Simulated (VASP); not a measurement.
Sb, 2 atoms in the cell. It takes space group R-3m (No. 166, trigonal). Conventional cell: a = 4.308 Å, b = 4.308 Å, c = 11.274 Å, α = 90.00°, β = 90.00°, γ = 120.00°. Sb (site symmetry 3m) has 3 Sb at 2.91 Å as nearest neighbours. 

* Program: VASP 6.6.1
* Task: relaxation of cell and atoms
* Functional: r2SCAN
* Potentials or basis: VASP PAW PBE potentials, release 64 (Sb)
* Cutoff: 600 eV
* k mesh: 10 × 10 × 10
* Occupations: methfessel-paxton, width 0.1 eV
* Spin: no spin polarisation
* Further INCAR settings: ALGO = Normal; EDIFF = 1e-06; IBRION = 2; EDIFFG = -0.01; NSW = 90; ISIF = 3

Potentials or basis: VASP PAW PBE potentials, release 64 (Sb).

Launch:

```console
$ cat potpaw_PBE.64/Sb/POTCAR > POTCAR
$ mpirun -np 1 vasp_std > vasp.out
```

Hardware: 1 thread of Intel(R) Xeon(R) Platinum 8488C (Sapphire Rapids), on a shared host.

Estimate the wall time of this run.

Run time: 16 min on 1 thread of Intel(R) Xeon(R) Platinum 8488C (Sapphire Rapids), with other jobs on the host, peak memory 0.28 GiB. Counts: scf iterations 79, k points 116, ion steps 11.
